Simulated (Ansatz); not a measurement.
CaO in the rocksalt structure, relaxed with r2SCAN in the plane-wave code Ansatz. Space group Fm-3m (No. 225), cubic; a = 4.795 Å in the conventional setting, 13.78 Å³ an atom. Ca has 6 O at 2.40 Å; O has 6 Ca at 2.40 Å.

The axes x, y and z are those of this cell:
```yaml
crystal:
  lattice:
    - [0.00000, 2.39755, 2.39755]
    - [2.39755, 0.00000, 2.39755]
    - [2.39755, 2.39755, 0.00000]
  atoms:
    - { symbol: Ca, position: [0.00000, 0.00000, 0.00000] }
    - { symbol: O, position: [0.50000, 0.50000, 0.50000] }
```

Unstrained: With PBE the valence top lies at Γ and the conduction bottom at X, 3.653 eV higher; the smallest vertical gap, at X, is 4.025 eV. The r2SCAN gap is indirect, 4.199 eV (Γ to X), below the direct gap of 4.574 eV at X. HSE06 gives an indirect gap of 5.312 eV, from Γ to X; the least direct gap is 5.733 eV at X. Meshes: PBE 10×10×10, r2SCAN 10×10×10, HSE06 6×6×6. Strains are changes of length per length, and xy shears are angles. After each strain the atoms were relaxed again with r2SCAN within the symmetry that the strain leaves, so tilts or polar shifts that break it weren't tested; points keep the names that they have in the unstrained zone. The values are computed, spin-unpolarised, and not measurements.

(1) Apply xy shear, engineering strain (angle) -0.5 %. How far does the gap move, against the unstrained cell?

(2) Apply biaxial +3.17 % in x and y, z held. How far does the gap move, against the unstrained cell?

(3) Apply uniaxial -3.75 % along z, other directions held. How far does the gap move, against the unstrained cell?

(4) Order the strained cells by their HSE06 gap, smallest first.
A. biaxial +3.17 % in x and y, z held
B. uniaxial -3.75 % along z, other directions held
C. xy shear, engineering strain (angle) -0.5 %

Answers

(1) PBE: the gap goes from 3.653 to 3.645 eV (-0.008 eV); with r2SCAN the top three valence levels at Γ, degenerate before, become 1+1+1 from the top over 17 meV. r2SCAN: the gap goes from 4.199 to 4.190 eV (-0.009 eV). HSE06: the gap goes from 5.312 to 5.304 eV (-0.008 eV). The r2SCAN energy rises by 0.1 meV an atom.

(2) PBE: the gap goes from 3.653 to 3.557 eV (-0.096 eV); with r2SCAN the top three valence levels at Γ, degenerate before, become 1+2 from the top over 61 meV. r2SCAN: the gap goes from 4.199 to 4.096 eV (-0.103 eV). HSE06: the gap goes from 5.312 to 5.211 eV (-0.101 eV). The r2SCAN energy rises by 22.4 meV an atom.

(3) PBE: the gap goes from 3.653 to 3.477 eV (-0.176 eV); with r2SCAN the top three valence levels at Γ, degenerate before, become 1+2 from the top over 117 meV. r2SCAN: the gap goes from 4.199 to 4.017 eV (-0.182 eV). HSE06: the gap goes from 5.312 to 5.157 eV (-0.155 eV). The r2SCAN energy rises by 16.4 meV an atom.

(4) B (5.16 eV), A (5.21 eV), C (5.30 eV).

The meshes of the hybrids are coarse, so their gaps aren't converged to the digits shown.

The splittings at Γ are without spin-orbit coupling, which regroups them where it is of like size or larger.
